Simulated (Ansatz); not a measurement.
Equation of state of PdIn under HSE06

```cif
data_structure
_symmetry_space_group_name_H-M 'Pm-3m'
_symmetry_Int_Tables_number 221
_cell_length_a 3.2719
_cell_length_b 3.2719
_cell_length_c 3.2719
_cell_angle_alpha 90.000
_cell_angle_beta 90.000
_cell_angle_gamma 90.000
_cell_volume 35.03
loop_
_atom_site_label
_atom_site_type_symbol
_atom_site_symmetry_multiplicity
_atom_site_Wyckoff_symbol
_atom_site_fract_x
_atom_site_fract_y
_atom_site_fract_z
_atom_site_occupancy
In1 In 1 a 0.00000 0.00000 0.00000 1
Pd1 Pd 1 b 0.50000 0.50000 0.50000 1
```

The cell comes from a database or a generator and needn't be the stable form of this composition.

The cell was scaled at fixed shape and fractions and run with Ansatz, Ansatz PAW, cutoff 420 eV; HSE06, k mesh 6 × 6 × 6 on the cell of 2 atoms, fermi-dirac occupations of 0.05 eV, no spin polarisation, no spin-orbit coupling. The potentials were made for PBE. Energies are those that the program minimises, any entropy of the smearing included. For a metal such a mesh isn't converged to the digits shown.

```tsv
V (Å³/atom)	energy over the lowest row (meV/atom)
16.4624	28.65
16.8126	12.16
17.1629	?
17.5131	0.00
17.8634	2.75
18.2137	10.40
18.5639	22.31
```

**Question.** Fit the third-order Birch-Murnaghan form, give V0, B0 and B′, and predict the energy left open.

**Answer.** With y = (V0/V)^(2/3), E = E0 + (9 V0 B0/16) [(y - 1)³ B′ + (y - 1)² (6 - 4y)]. Least squares through the rows shown give V0 = 17.5101 Å³/atom, E0 = 0.02 meV, B0 = 128.0 GPa (1 eV/Å³ = 160.218 GPa) and B′ = 5.54, with a largest miss of 0.02 meV. At V = 17.1629 the form with these constants gives 2.89 meV; the run gave 2.95 meV an atom.

The minimum falls almost exactly at the volume of the supplied cell, and the curve around it is clearly anharmonic: the smallest volume costs 28.65 meV/atom, against 22.31 meV/atom for a nearly equal expansion. Compression forces the nearly filled Pd 4d shell and the In cores into stronger overlap, so Pauli repulsion and kinetic energy climb steeply, whereas on expansion the cohesion from Pd d and In s-p mixing fades more gradually. The fitted B′ of 5.54 expresses this stiffening under pressure.

The withheld energy is reproduced closely, but its error exceeds the largest miss in the fit. With few more rows than adjustable constants, the residuals probably understate the true uncertainty. This affects B′ most, since it depends on the asymmetry of the outer points, while V0 is well pinned by rows on both sides of the minimum. The curve supports a local minimum against uniform volume change, but says nothing about resistance to shear or to internal displacements.
